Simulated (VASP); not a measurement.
The system is FeO.

```
CELL_PARAMETERS angstrom
0.00000 2.15540 2.15540
2.15540 0.00000 2.15540
2.15540 2.15540 0.00000
ATOMIC_POSITIONS crystal
Fe 0.00000 0.00000 0.00000
O 0.50000 0.50000 0.50000
```

Base run:

```yaml
Program: VASP 6.6.1
Functional: PBE
Potentials_or_basis: VASP PAW PBE potentials, release 64 (Fe, O)
Cutoff: 520 eV
k_mesh: 8 × 8 × 8
Occupations: gaussian, width 0.05 eV
Spin: collinear spin, zero start
Starting_moments: "[0.0, 0.0] μB"
Hubbard_terms: Fe d U = 8 eV
```

Its results: band gap on the k mesh 4.10 eV, indirect (least direct gap 4.25 eV); pressure -13.0 GPa; net moment 0.00 μB per cell.

Problem. The run is repeated on the same cell with these changes: hubbard terms from Fe d U = 8 eV to Fe d U = 5 eV; further incar settings from ALGO = Fast; EDIFF = 1e-06 to ALGO = Fast; EDIFF = 1e-06; NBANDS = 18. What comes out?

Solution. Band gap on the k mesh 2.90 eV, indirect (least direct gap 3.28 eV); pressure -16.8 GPa; net moment 0.00 μB per cell.

A k mesh can miss the band edges.
